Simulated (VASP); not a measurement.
Runs of VASP 6.6.1 on Ir. The structure is cubic, space group Pm-3m (No. 221). The conventional cell has a = 2.718 Å, b = 2.718 Å, c = 2.718 Å, α = 90.00°, β = 90.00°, γ = 90.00°. Around Ir (site symmetry m-3m) lie 6 Ir at 2.72 Å. This isn't the form of Ir at room conditions, which is fcc.

```tsv
cell	k mesh	gap on the mesh (eV)	pressure (GPa)
Pm-3m, 20.08 Å³/atom	13 × 13 × 13	none	(a)
Pm-3m, 19.36 Å³/atom	13 × 13 × 13	none	-11.9
Pm-3m, 18.65 Å³/atom	13 × 13 × 13	none	-6.0
Pm-3m, 17.93 Å³/atom	20 × 20 × 20	none	1.3
```

Alike in all rows: task single point; level BLYP; potentials or basis VASP PAW PBE potentials, release 64 (Ir); no spin polarisation; cutoff (eV) 520; smearing fermi-dirac 0.1 eV.

Q: Fill in the values left out.

A: (a) -16.5.

Caveats: the PAW data sets were made with another functional, which shifts forces and pressure a little (some runs); so large a pressure means that the cell lies far from this level's equilibrium, or that cutoff or potentials fall short (some runs); the potentials were made for another functional, which shifts forces and pressure (some runs).

A k mesh can miss the band edges, and the runs leave out spin-orbit coupling on Ir.

A gap of «none» marks a metal or a gap under the smearing width.
